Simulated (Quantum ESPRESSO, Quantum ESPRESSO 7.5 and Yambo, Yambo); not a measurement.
# A GW chain in Yambo: BaS (Fm-3m)

Aim: the G0W0 gap of BaS (Fm-3m) on PBE, step by step.

Main program and level: Quantum ESPRESSO 7.5 and Yambo 5.3.0; PBE and many-body steps on it, plane waves.

Report form: the programs' logs are mostly left out.

### 1. Starting point

Symmetry: Fm-3m, No. 225, cubic system. Conventional cell: a = 6.388 Å, b = 6.388 Å, c = 6.388 Å, α = 90.00°, β = 90.00°, γ = 90.00°. Nearest to Ba lie 6 S at 3.19 Å. Nearest to S lie 6 Ba at 3.19 Å. Farther neighbours and most contacts between anions are not listed.

Structure file:

```cif
data_structure
_symmetry_space_group_name_H-M 'Fm-3m'
_symmetry_Int_Tables_number 225
_cell_length_a 6.3875
_cell_length_b 6.3875
_cell_length_c 6.3875
_cell_angle_alpha 90.000
_cell_angle_beta 90.000
_cell_angle_gamma 90.000
_cell_volume 260.61
loop_
_atom_site_label
_atom_site_type_symbol
_atom_site_symmetry_multiplicity
_atom_site_Wyckoff_symbol
_atom_site_fract_x
_atom_site_fract_y
_atom_site_fract_z
_atom_site_occupancy
Ba1 Ba 4 a 0.00000 0.00000 0.00000 1
S1 S 4 b 0.50000 0.00000 0.00000 1
```

The cell and positions come from the Crystallography Open Database and are kept as given unless a step says otherwise. Spin-orbit coupling is left out unless a step names it.

### 2. Ground state

This step: Quantum ESPRESSO 7.5; DFT, PBE, plane waves, norm-conserving pseudopotentials.

The ground-state density comes first.

File pw.in:

```
&control
  calculation = 'scf'
  prefix = 'x'
  outdir = 'o'
  pseudo_dir = 'pseudo'
/
&system
  ibrav = 0
  nat = 2
  ntyp = 2
  ecutwfc = 40.0
  nbnd = 13
  force_symmorphic = .true.
/
&electrons
  conv_thr = 1e-10
  electron_maxstep = 80
  mixing_beta = 0.5
/
ATOMIC_SPECIES
  Ba 137.33 Ba.upf
  S 32.06 S.upf
CELL_PARAMETERS angstrom
  0.0000000000 3.1937500000 3.1937500000
  3.1937500000 0.0000000000 3.1937500000
  3.1937500000 3.1937500000 0.0000000000
ATOMIC_POSITIONS crystal
  Ba 0.0000000000 0.0000000000 0.0000000000
  S 0.5000000000 0.5000000000 0.5000000000
K_POINTS automatic
  6 6 6 0 0 0
```

On the command line:

```console
$ OMP_NUM_THREADS=1 mpirun -n 4 pw.x -nk 4 -in pw.in > pw.out
```

Elapsed: 2.4 s, on 4 MPI ranks of Arm Neoverse V2, shared host; peak memory 0.2 GiB.

This step gave:

| Item | Value |
| --- | --- |
| total energy | -1068.8975 eV |
| gap | 2.146 eV |
| k of the valence top | 0, 0, 0 |
| k of the conduction bottom | 0, -0.5, -0.5 |
| least direct gap | 2.272 eV |

The gap is indirect, with the least direct gap 0.13 eV higher.

### 3. Bands along the symmetry lines

The cheap functional maps the bands first; the places of the edges decide which points the dearer methods must see.

File pw.in:

```
&control
  calculation = 'bands'
  prefix = 'x'
  outdir = 'o'
  pseudo_dir = 'pseudo'
/
&system
  ibrav = 0
  nat = 2
  ntyp = 2
  ecutwfc = 40.0
  nbnd = 14
  force_symmorphic = .true.
/
&electrons
  conv_thr = 1e-9
  electron_maxstep = 80
  diago_full_acc = .true.
  diago_thr_init = 5e-6
/
ATOMIC_SPECIES
  Ba 137.33 Ba.upf
  S 32.06 S.upf
CELL_PARAMETERS angstrom
  0.0000000000 3.1937500000 3.1937500000
  3.1937500000 0.0000000000 3.1937500000
  3.1937500000 3.1937500000 0.0000000000
ATOMIC_POSITIONS crystal
  Ba 0.0000000000 0.0000000000 0.0000000000
  S 0.5000000000 0.5000000000 0.5000000000
K_POINTS crystal
  50
  0.00000000 0.00000000 0.00000000 1
  0.06250000 0.00000000 0.06250000 1
  0.12500000 0.00000000 0.12500000 1
  0.18750000 0.00000000 0.18750000 1
  0.25000000 0.00000000 0.25000000 1
  0.31250000 0.00000000 0.31250000 1
  0.37500000 0.00000000 0.37500000 1
  0.43750000 0.00000000 0.43750000 1
  0.50000000 0.00000000 0.50000000 1
  0.51562500 0.03125000 0.51562500 1
  0.53125000 0.06250000 0.53125000 1
  0.54687500 0.09375000 0.54687500 1
  0.56250000 0.12500000 0.56250000 1
  0.57812500 0.15625000 0.57812500 1
  0.59375000 0.18750000 0.59375000 1
  0.60937500 0.21875000 0.60937500 1
  0.62500000 0.25000000 0.62500000 1
  0.37500000 0.37500000 0.75000000 1
  0.32812500 0.32812500 0.65625000 1
  0.28125000 0.28125000 0.56250000 1
  0.23437500 0.23437500 0.46875000 1
  0.18750000 0.18750000 0.37500000 1
  0.14062500 0.14062500 0.28125000 1
  0.09375000 0.09375000 0.18750000 1
  0.04687500 0.04687500 0.09375000 1
  0.00000000 0.00000000 0.00000000 1
  0.06250000 0.06250000 0.06250000 1
  0.12500000 0.12500000 0.12500000 1
  0.18750000 0.18750000 0.18750000 1
  0.25000000 0.25000000 0.25000000 1
  0.31250000 0.31250000 0.31250000 1
  0.37500000 0.37500000 0.37500000 1
  0.43750000 0.43750000 0.43750000 1
  0.50000000 0.50000000 0.50000000 1
  0.50000000 0.46875000 0.53125000 1
  0.50000000 0.43750000 0.56250000 1
  0.50000000 0.40625000 0.59375000 1
  0.50000000 0.37500000 0.62500000 1
  0.50000000 0.34375000 0.65625000 1
  0.50000000 0.31250000 0.68750000 1
  0.50000000 0.28125000 0.71875000 1
  0.50000000 0.25000000 0.75000000 1
  0.50000000 0.21875000 0.71875000 1
  0.50000000 0.18750000 0.68750000 1
  0.50000000 0.15625000 0.65625000 1
  0.50000000 0.12500000 0.62500000 1
  0.50000000 0.09375000 0.59375000 1
  0.50000000 0.06250000 0.56250000 1
  0.50000000 0.03125000 0.53125000 1
  0.50000000 0.00000000 0.50000000 1
```

It took 2.3 s on 4 MPI ranks; peak memory 0.18 GiB.

This step gave:

```yaml
gap: 2.146 eV
k_of_the_valence_top: 0, 0, 0
k_of_the_conduction_bottom: 0.5, 0, 0.5
least_direct_gap: 2.272 eV
```

The gap is 2.146 eV, as in the run before at this level.

Electronic bands along the path, in eV, zero at the top of the highest filled band; v1 is the highest filled band, c1 the lowest empty one:

```csv
point,v4,v3,v2,v1,c1,c2,c3,c4
Γ,-10.33,0.00,0.00,0.00,3.63,3.91,3.91,3.91
halfway,-9.73,-1.27,-0.16,-0.16,2.83,4.73,5.32,5.76
X,-10.24,-0.50,-0.13,-0.13,2.15,5.97,6.06,7.53
halfway,-10.07,-0.50,-0.40,-0.27,2.48,6.33,6.36,6.88
U,-9.74,-0.92,-0.59,-0.51,3.32,5.97,6.63,6.78
jump to K,-9.74,-0.92,-0.59,-0.51,3.32,5.97,6.63,6.78
halfway,-9.47,-1.38,-0.86,-0.32,4.09,4.74,5.02,5.91
Γ,-10.33,0.00,0.00,0.00,3.63,3.91,3.91,3.91
halfway,-9.56,-1.13,-0.61,-0.61,4.12,4.78,4.78,5.41
L,-9.10,-1.90,-1.06,-1.06,5.58,5.67,6.35,6.35
halfway,-9.40,-1.45,-0.84,-0.76,4.70,4.89,6.69,6.91
W,-9.70,-1.10,-0.47,-0.47,4.30,4.30,6.33,6.90
halfway,-9.95,-0.65,-0.51,-0.29,2.79,6.13,6.18,6.91
X,-10.24,-0.50,-0.13,-0.13,2.15,5.97,6.06,7.53
```

### 4. Empty states on the mesh, 4×4×4 mesh, 279 bands

The sums over transitions need many empty states on a uniform mesh; this step solves for them.

File pw.in:

```
&control
  calculation = 'nscf'
  prefix = 'x'
  outdir = 'o'
  pseudo_dir = 'pseudo'
/
&system
  ibrav = 0
  nat = 2
  ntyp = 2
  ecutwfc = 40.0
  nbnd = 279
  force_symmorphic = .true.
/
&electrons
  conv_thr = 1e-9
  electron_maxstep = 80
  diago_full_acc = .true.
  diago_thr_init = 5e-6
/
ATOMIC_SPECIES
  Ba 137.33 Ba.upf
  S 32.06 S.upf
CELL_PARAMETERS angstrom
  0.0000000000 3.1937500000 3.1937500000
  3.1937500000 0.0000000000 3.1937500000
  3.1937500000 3.1937500000 0.0000000000
ATOMIC_POSITIONS crystal
  Ba 0.0000000000 0.0000000000 0.0000000000
  S 0.5000000000 0.5000000000 0.5000000000
K_POINTS automatic
  4 4 4 0 0 0
```

Wall time 13 s (4 MPI ranks); peak memory 0.39 GiB.

Numbers from this step:

```yaml
gap: 2.146 eV
k_of_the_valence_top: 0, 0, 0
k_of_the_conduction_bottom: 0, -0.5, -0.5
least_direct_gap: 2.272 eV
k_points_computed: 8
lowest_point_of_the_top_converged_band_above_the_valence_top: 139.6856 eV
```

On this mesh the gap is 2.146 eV.

### 5. Conversion and set-up

This step: Yambo 5.3.0; conversion and set-up on PBE, plane waves, norm-conserving pseudopotentials.

The states are converted to the many-body program's format and the q mesh is built.

On the command line:

```console
$ (cd o/x.save; p2y > p2y.log; mv SAVE ../..); yambo > setup.log
```

Wall time 1.8 s (1 MPI rank); peak memory 0.24 GiB.

### 6. Screening and self-energy, 4×4×4 mesh, 279 bands, screening to 210.9 eV

G0W0 replaces the xc potential by the self-energy, built once from these orbitals. Only a window of levels is corrected, while the sums run over the empty bands that the input names.

This step: G0W0 on PBE, plane waves, norm-conserving pseudopotentials.

File gw1.in:

```
HF_and_locXC
gw0
dyson
ppa
em1d
rim_cut
RandQpts= 1000000
RandGvec= 1 RL
EXXRLvcs= 40 Ry
VXCRLvcs= 160 Ry
Chimod= "HARTREE"
% BndsRnXp
 1 | 279 |
%
NGsBlkXp= 15.5 Ry
% LongDrXp
 1 | 1 | 1 |
%
% GbndRnge
 1 | 279 |
%
DysSolver= "n"
ExtendOut
PPAPntXp= 27.21138 eV
% QPkrange
 1 | 1 | 7 | 10 |
 7 | 7 | 7 | 10 |
%
```

On the command line:

```console
$ OMP_NUM_THREADS=1 mpirun -n 4 yambo -F gw1.in -J gw1 -C gw1 > gw1.log
```

Elapsed: 6.5 min, on 4 MPI ranks; peak memory 1.6 GiB; 26 min of CPU time.

Numbers from this step:

```
G0W0 gap on the points computed              : 3.641 eV
starting gap on the mesh                     : 2.146 eV
k of the valence top                         : 0, 0, 0
k of the conduction bottom                   : 0, -0.5, -0.5
least direct G0W0 gap on the computed points : 3.785 eV
Z at the valence top                         : 0.7893
Z at the conduction bottom                   : 0.8332
```

The gap on the mesh goes from 2.15 eV to 3.64 eV, a correction of +1.49 eV.

Limits: finite bands, cutoff and mesh; no spin-orbit coupling. v1 is the top filled band, c1 the lowest empty one. The levels before and after the correction (eV, zero at the valence-band top of each column):

```csv
,conduction bottom,valence top
Kohn-Sham,2.15,0.00
G0W0,3.64,0.00
```

```csv
,level,energy (eV)
Kohn-Sham,Γ v2-v1,0.000
Kohn-Sham,Γ c1,3.626
Kohn-Sham,Γ c2,3.906
Kohn-Sham,(0 -0.5 -0.5) v2-v1,-0.126
Kohn-Sham,(0 -0.5 -0.5) c1,2.146
Kohn-Sham,(0 -0.5 -0.5) c2,5.968
G0W0,Γ v2-v1,0.000
G0W0,Γ c1,5.011
G0W0,Γ c2,5.610
G0W0,(0 -0.5 -0.5) v2-v1,-0.144
G0W0,(0 -0.5 -0.5) c1,3.641
G0W0,(0 -0.5 -0.5) c2,7.918
```

### 7. Where the time went

Times are wall times on the hardware named with each run, good to a factor of about two.

```csv
step,time,share,memory (GiB)
ground state,2.4 s,1 %,0.2
bands along the symmetry lines,2.3 s,1 %,0.18
empty states on the mesh,13 s,3 %,0.39
conversion and set-up,1.8 s,0 %,0.24
screening and self-energy,6.5 min,95 %,1.6
```

### 8. Outcome

```yaml
pbe_gap: 2.15 eV, indirect
g0w0_gap_on_the_mesh: 3.64 eV
gw_settings: 4×4×4 mesh, 279 bands, screening to 210.9 eV, Godby-Needs plasmon pole
known_limits: not at the basis limit; no spin-orbit coupling
```

In words: G0W0 moves the gap on the mesh from 2.15 eV to 3.64 eV (+1.49 eV), with Z of 0.79 and 0.83 at the edges. Only 2 of the mesh's irreducible points were corrected, so a valley elsewhere could overtake. The dearest step here is «screening and self-energy». Bands and cutoff are finite, so the gap is not at the basis limit. The miss can reach some tenths of an eV and take either sign; the mesh is an error of its own. In the G0W0 run levels were corrected at 2 k points alone, so a gap called «on the mesh» is the least over those, and an edge elsewhere would be missed. The many-body steps are scalar-relativistic: spin-orbit coupling is not in them.

[Paths, hosts, dates, memory and timing lines, banners, echoed tables and standing remarks are left out of the program output.]

[Logs are printed without paths, hosts, clocks, repeated set-up lines and the standing remarks that a program may print on its own settings, such as how far it seeks lower states.]

[Runs of the session that timed out or met a known fault of the program may be left out.]

[Hosts, paths, dates, database ids (printed as entryN), source tags and the programs' standing remarks are cut or masked in the printed files.]
